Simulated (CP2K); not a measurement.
Runs of CP2K 2026.2 on Mg. Symmetry: P6_3/mmc, No. 194, hexagonal system. The conventional cell has a = 3.209 Å, b = 3.209 Å, c = 5.210 Å, α = 90.00°, β = 90.00°, γ = 120.00°. Mg (site symmetry -6m2) is surrounded by 12 Mg at 3.20 to 3.21 Å. 

| task | level | potentials or basis | smearing | EPS_DEFAULT | basis sets | potentials | points a segment of the path (NPOINTS) | bands added on the path | gap on the mesh (eV) | pressure (GPa) |
| --- | --- | --- | --- | --- | --- | --- | --- | --- | --- | --- |
| band structure | LDA | GTH_POTENTIALS Mg GTH-PADE-q10; TZVP-MOLOPT-PBE-GTH basis | fermi-dirac 0.05 eV | 1.0E-9 | Mg TZVP-MOLOPT-PBE-GTH-q10 | Mg GTH-PADE-q10 of GTH_POTENTIALS | 8 | 2 | none | (a) |
| single point | PBEsol | POTENTIAL_UZH Mg GTH-PBE-q10; TZVP-MOLOPT-PBE-GTH basis | fermi-dirac 0.05 eV | 1.0E-10 | Mg TZVP-MOLOPT-PBE-GTH-q10 | Mg GTH-PBE-q10 of POTENTIAL_UZH | - | - | none | -0.1 |
| band structure | PBEsol | POTENTIAL_UZH Mg GTH-PBE-q10; TZVP-MOLOPT-PBE-GTH basis | fermi-dirac 0.0259 eV | 1.0E-9 | Mg TZVP-MOLOPT-PBE-GTH-q10 | Mg GTH-PBE-q10 of POTENTIAL_UZH | 10 | 6 | none | -0.1 |
| band structure | r2SCAN | POTENTIAL_UZH Mg GTH-SCAN-q10; TZVP-MOLOPT-SCAN-GTH basis | fermi-dirac 0.05 eV | 1.0E-9 | Mg TZVP-MOLOPT-SCAN-GTH-q10 | Mg GTH-SCAN-q10 of POTENTIAL_UZH | 8 | 2 | none | -0.4 |

Alike in all rows: no spin polarisation; cell as given; k mesh 10 × 10 × 5.

Question: Estimate the missing entries.

Answer: (a) -1.4.

Caveats: the basis of atomic orbitals isn't converged, which shifts pressures, moduli and gaps; the potentials were made for another functional, which shifts forces and pressure (some runs).

A gap of «none» marks a metal or a gap under the smearing width.
